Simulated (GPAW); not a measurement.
# BeS in GPAW: convergence with plane-wave cutoff (eV)

Input of the first run (plane-wave cutoff (eV) 320); the others differ in this setting and in those tied to it:

run.py

```python
import json
import numpy as np
import spglib
from ase.calculators.mixing import SumCalculator
from ase.constraints import FixSymmetry
from ase.filters import FrechetCellFilter
from ase.io import read, write
from ase.optimize import BFGS
from ase.stress import full_3x3_to_voigt_6_stress, voigt_6_to_full_3x3_strain, voigt_6_to_full_3x3_stress
from ase.units import GPa
from dftd3.ase import DFTD3
from gpaw import GPAW, PW

atoms = read('POSCAR')

calc = GPAW(mode=PW(320),
            xc='PBE',
            kpts={'size': (7, 7, 7), 'gamma': True},
            occupations={'name': 'fermi-dirac', 'width': 0.05},
            nbands=11,
            convergence={'density': 1e-06, 'eigenstates': 1e-09},
            maxiter=150,
            symmetry={'tolerance': 0.001},
            txt='gpaw.txt')
atoms.calc = SumCalculator([calc, DFTD3(method='pbe', damping='d3bj')])
atoms.set_constraint(FixSymmetry(atoms))
BFGS(FrechetCellFilter(atoms), trajectory='relax.traj', logfile='-').run(fmax=0.005, steps=40)
atoms.set_constraint()
energy = atoms.get_potential_energy()
forces = atoms.get_forces()
stress = atoms.get_stress()
calc.write('gs.gpw')
write('result.traj', atoms)
print('Cell:', atoms.cell.cellpar().round(4))
print(atoms.get_scaled_positions().round(5))

gpts = tuple(int(n) for n in calc.get_number_of_grid_points())
cell = atoms.cell[:].T
dataset = spglib.get_symmetry((atoms.cell[:], atoms.get_scaled_positions(), atoms.numbers), symprec=1e-4)
rotations = [cell @ w @ np.linalg.inv(cell) for w in dataset['rotations']]
strains, clamped, relaxed = [], [], []
for v in [0, 3]:
    for e in (-0.005, 0.005):
        voigt = np.zeros(6)
        voigt[v] = e
        F = voigt_6_to_full_3x3_strain(voigt)
        a = atoms.copy()
        a.set_cell(atoms.cell[:] @ F, scale_atoms=True)
        c = GPAW(mode=PW(320),
                 xc='PBE',
                 kpts={'size': (7, 7, 7), 'gamma': True},
                 occupations={'name': 'fermi-dirac', 'width': 0.05},
                 nbands=11,
                 convergence={'density': 1e-06, 'eigenstates': 1e-09},
                 maxiter=150,
                 symmetry={'tolerance': 0.001},
                 gpts=gpts,
                 txt=f'strain-{v}{e:+.3f}.txt')
        a.calc = SumCalculator([c, DFTD3(method='pbe', damping='d3bj')])
        s0 = s1 = a.get_stress() - stress
        BFGS(a, logfile=None).run(fmax=0.003, steps=25)
        s1 = a.get_stress() - stress
        print(v, e, 'clamped', (s0 / GPa).round(3), 'relaxed', (s1 / GPa).round(3), flush=True)
        for R in rotations:  # images under the point group
            eps = R @ (F - np.eye(3)) @ R.T
            strains.append(full_3x3_to_voigt_6_stress(eps) * [1, 1, 1, 2, 2, 2])
            for s, rows in ((s0, clamped), (s1, relaxed)):
                rows.append(full_3x3_to_voigt_6_stress(R @ voigt_6_to_full_3x3_stress(s) @ R.T))

C0, C = (np.linalg.lstsq(np.array(strains), np.array(s), rcond=None)[0].T / GPa for s in (clamped, relaxed))
print('Clamped-ion Cij (GPa):')
print(C0.round(1))
print('Relaxed-ion Cij (GPa):')
print(C.round(1))
json.dump({'clamped': C0.tolist(), 'relaxed': C.tolist()}, open('elastic.json', 'w'))
```

POSCAR

```
BeS
1.0
    0.0000000000      2.4250000000      2.4250000000
    2.4250000000      0.0000000000      2.4250000000
    2.4250000000      2.4250000000      0.0000000000
S Be
1 1
Direct
    0.7500000000      0.7500000000      0.7500000000
    0.0000000000      0.0000000000      0.0000000000
```

Potentials or basis: GPAW PAW data sets (gpaw-data 1.2.1), pw.

The run is started by

```console
$ OMP_NUM_THREADS=1 python run.py
```

Hardware: 1 thread of Intel(R) Xeon(R) Processor @ 2.50GHz (Skylake/Cascade Lake), with other jobs on the host.

**Question.** The values tried are 320, 400, 500, 600, 700, 800, 960, loosest first. From which on does the energy stay within 1 meV/atom of the tightest run that finished?

**Answer.** From 800 on.

| plane-wave cutoff (eV) | energy less the tightest run, at zero smearing (meV/atom) | SCF cycles | CPU time (s) | peak memory (GiB) |
| --- | --- | --- | --- | --- |
| 320 | 17.53 | 11 | 110 | 0.16 |
| 400 | 9.91 | 11 | 130 | 0.17 |
| 500 | 5.51 | 11 | 220 | 0.19 |
| 600 | 3.11 | 11 | 180 | 0.19 |
| 700 | 1.62 | 11 | 350 | 0.2 |
| 800 | 0.74 | 11 | 350 | 0.26 |
| 960 | 0.00 | 11 | 340 | 0.29 |

The tightest run that finished is the yardstick and may itself not be fully converged.

Caveat, for the tightest run too: the density grid can change from cell to cell, which puts small steps into energies and stress.
